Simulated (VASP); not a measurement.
Set up this calculation in VASP 6.6.1, as the native input.

```yaml
Task: relaxation of cell and atoms
Functional: r2SCAN
Potentials_or_basis: VASP PAW PBE potentials, release 64 (Si, C)
Cutoff: 520 eV
k_mesh: 12 × 12 × 6
Occupations: gaussian, width 0.02 eV
Spin: no spin polarisation
Further_INCAR_settings: ALGO = Normal; EDIFF = 1e-07; IBRION = 2; EDIFFG = -0.002; NSW = 80; ISIF = 3
```

The structure of SiC lies in POSCAR:

```
SiC
1.0
    3.0760000000      0.0000000000      0.0000000000
   -1.5380000000      2.6638941400      0.0000000000
    0.0000000000      0.0000000000      5.0480000000
Si C
2 2
Direct
    0.3333333300      0.6666666700      0.0000000000
    0.6666666700      0.3333333300      0.5000000000
    0.3333333300      0.6666666700      0.3850000000
    0.6666666700      0.3333333300      0.8850000000
```

The input as run:

INCAR

```
SYSTEM = SiC
PREC     = Accurate       ! precision mode
ENCUT    = 520            ! plane-wave cutoff, eV
EDIFF    = 1E-7           ! SCF threshold, eV
ISMEAR   = 0              ! smearing method
SIGMA    = 0.02           ! smearing width, eV
LREAL    = .FALSE.        ! projectors in reciprocal space
LASPH    = .TRUE.         ! aspherical terms in the spheres
NELM     = 100            ! most SCF steps
ALGO     = Normal         ! electronic algorithm
ISIF     = 3              ! what is computed and relaxed
LWAVE    = .FALSE.        ! write WAVECAR
LCHARG   = .FALSE.        ! write CHGCAR
METAGGA  = R2SCAN         ! meta-GGA
LMIXTAU  = .TRUE.       
IBRION   = 2              ! ionic algorithm
NSW      = 80             ! ionic steps
EDIFFG   = -0.002         ! ionic threshold
```

KPOINTS

```
regular mesh
0
G
  12 12 6
  0 0 0
```

Potentials or basis: VASP PAW PBE potentials, release 64 (Si, C).

Run with:

```console
$ cat potpaw_PBE.64/Si/POTCAR potpaw_PBE.64/C/POTCAR > POTCAR
$ mpirun -np 1 vasp_std > vasp.out
```

Results of the run:

```json
{
  "Relaxed volume": "10.33 Å³/atom",
  "Relaxed cell": "a = 3.074 Å, b = 3.074 Å, c = 5.047 Å, α = 90.00°, β = 90.00°, γ = 120.00°",
  "Space group after relaxing (to 0.05 Å)": "P6_3mc (No. 186)",
  "Energy gained by relaxing": "9.2 meV/atom",
  "Ionic steps": "7",
  "Pressure after relaxing": "0.0 GPa",
  "Band gap on the k mesh": "2.66 eV, indirect (least direct gap 4.49 eV)"
}
```

Caveat: the PAW data sets were made with another functional, which shifts forces and pressure a little.

Wall time 4.4 min on 1 thread of Intel(R) Xeon(R) 6975P-C (Granite Rapids), with other jobs on the host, peak memory 0.18 GiB.
